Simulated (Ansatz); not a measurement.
# ZrS: tests of the settings

This session on ZrS sets out to relax the cell with several choices of k mesh.

The COD entry's cell or inner coordinates are ideal or old and differ from later refinements, so a difference from it is no clean test against experiment.

Program: Ansatz 0.2.0. Level of theory: DFT r2SCAN, scalar-relativistic, plane waves, PAW. These are calculated values, not measurements.

1 further run of the same task is left out (set aside as unsound or not needed). Runs told in other sessions of the task aren't counted.

### 1 The structure to begin with

The structure is cubic, space group Fm-3m (No. 225). The conventional cell has a = 5.250 Å, b = 5.250 Å, c = 5.250 Å, α = 90.00°, β = 90.00°, γ = 90.00°. Zr (site symmetry m-3m) is surrounded by 6 S at 2.62 Å. S (site symmetry m-3m) has 6 Zr at 2.62 Å in its first shell of neighbours.

Structure file:

```cif
data_structure
_symmetry_space_group_name_H-M 'P 1'
_symmetry_Int_Tables_number 1
_cell_length_a 3.7123
_cell_length_b 3.7123
_cell_length_c 3.7123
_cell_angle_alpha 60.000
_cell_angle_beta 60.000
_cell_angle_gamma 60.000
_cell_volume 36.18
loop_
_atom_site_label
_atom_site_type_symbol
_atom_site_fract_x
_atom_site_fract_y
_atom_site_fract_z
_atom_site_occupancy
Zr1 Zr 0.00000 0.00000 0.00000 1
S1 S 0.50000 0.50000 0.50000 1
```

The structure comes from the Crystallography Open Database; it is used as listed.

### 2 The base input

The input, input.yaml:

```yaml
crystal:
  lattice:
    - [0.0, 2.625, 2.625]
    - [2.625, 0.0, 2.625]
    - [2.625, 2.625, 0.0]
  atoms:
    - { symbol: Zr, position: [0.0, 0.0, 0.0] }
    - { symbol: S, position: [0.5, 0.5, 0.5] }
basis:
  ecutwfc: 500
kpoints:
  mp_grid: { grid: [14, 14, 14] }
hamiltonian:
  xc: r2scan
scf:
  occupations: { method: gaussian, width: 0.1 }
output:
  forces: true
  stress: true
  eigenvalues: true
  populations: true
```

Its results, from an earlier run: -2551.9842 eV/atom at zero smearing, pressure -1.98 GPa, largest force 0.000 eV/Å, no gap on the mesh, in 7 SCF cycles and 11 s.

### 3 Relaxation, k mesh: 1×1×1

The input, input.yaml:

```yaml
crystal:
  lattice:
    - [0.0, 2.625, 2.625]
    - [2.625, 0.0, 2.625]
    - [2.625, 2.625, 0.0]
  atoms:
    - { symbol: Zr, position: [0.0, 0.0, 0.0] }
    - { symbol: S, position: [0.5, 0.5, 0.5] }
basis:
  ecutwfc: 500
kpoints:
  mp_grid: { grid: [1, 1, 1] }
hamiltonian:
  xc: r2scan
scf:
  occupations: { method: gaussian, width: 0.1 }
output:
  forces: true
  stress: true
  eigenvalues: true
relax:
  adjacent_minimum: "off"
  f_tol: 0.01
  max_steps: 60
  cell: { stress_tol: 0.05 }
```

On the command line:

```console
$ ansatz run input.yaml --threads 1 --pin off --max-ram 2560MiB --backend cpu --events-out ev --progress --plain --runs-dir out
```

### 4 Relaxation, k mesh: 2×2×2

input.yaml: that of step 3 with these lines changed.

```diff
@@ -11,3 +11,3 @@
 kpoints:
-  mp_grid: { grid: [1, 1, 1] }
+  mp_grid: { grid: [2, 2, 2] }
 hamiltonian:
```

### 5 Relaxing with k mesh 4×4×4

input.yaml: that of step 4 with these lines changed.

```diff
@@ -11,3 +11,3 @@
 kpoints:
-  mp_grid: { grid: [2, 2, 2] }
+  mp_grid: { grid: [4, 4, 4] }
 hamiltonian:
```

### 6 Relaxation, k mesh: 6×6×6

input.yaml: that of step 5 with these lines changed.

```diff
@@ -11,3 +11,3 @@
 kpoints:
-  mp_grid: { grid: [4, 4, 4] }
+  mp_grid: { grid: [6, 6, 6] }
 hamiltonian:
```

### 7 Relaxing with k mesh 8×8×8

input.yaml: that of step 6 with these lines changed.

```diff
@@ -11,3 +11,3 @@
 kpoints:
-  mp_grid: { grid: [6, 6, 6] }
+  mp_grid: { grid: [8, 8, 8] }
 hamiltonian:
```

(Steps that only read results are left out.)

**Question.** What does this series show? Wanted: relaxed volume by k mesh.

The runs gave:

```
                          quantity                                                                                  value
relaxed volume by k mesh (Å³/atom)  1×1×1: 29.55; 2×2×2: 17.64; 4×4×4: 17.77; 6×6×6: 17.87; 8×8×8: 17.81; 14×14×14: 17.83
```

In words: The relaxed volumes span 67.5 %. From 4×4×4 on the volume holds to 0.5 %, at 0.21 of the time of the best run.
